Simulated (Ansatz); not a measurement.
**NaH: energy along a strain**

NaH, Pm-3m, a = 2.955 Å (as given, not relaxed at this level: -0.4 GPa). This isn't the usual stable structure of the compound. Ansatz: PBEsol, PAW, 420 eV, Γ-centred 10×10×10 mesh on 2 atoms, Gaussian smearing 0.05 eV; no spin polarisation. Cell vectors (Å): 2.955 0.000 0.000; 0.000 2.955 0.000; 0.000 0.000 2.955. The cell is strained by x per cent times the pattern (1 -1 0 0 0 0) in the order xx yy zz yz xz xy (engineering shears), with fractional coordinates held. y is the free energy over the start, V0 = 12.903 Å³/atom. Symmetry makes y even in x.

| x (%) | y (meV/atom) |
| --- | --- |
| -4.00 | 14.36 |
| -2.00 | 3.58 |
| 0.00 | 0.00 |
| 0.50 | 0.22 |
| 1.00 | 0.89 |
| 1.50 | 2.01 |
| 2.50 | ? |
| 3.00 | 8.07 |
| 3.50 | 10.99 |

Question: Fit y = c2 x² + c4 x⁴ to the other rows, get the stiffness along the pattern, and predict the missing energy.

Answer: Least squares on the rows shown. y = 0.8947 x² + 0.0001838 x⁴. The clamped-ion stiffness p·C·p = 2 × 8.947 eV × 160.2 / 12.903 Å³ = 222 GPa (second derivative at the start, which stands under stress). At x = 2.50 the fit asked for gives 5.60 meV/atom. The run gave 5.60 meV/atom, the same to the digits shown.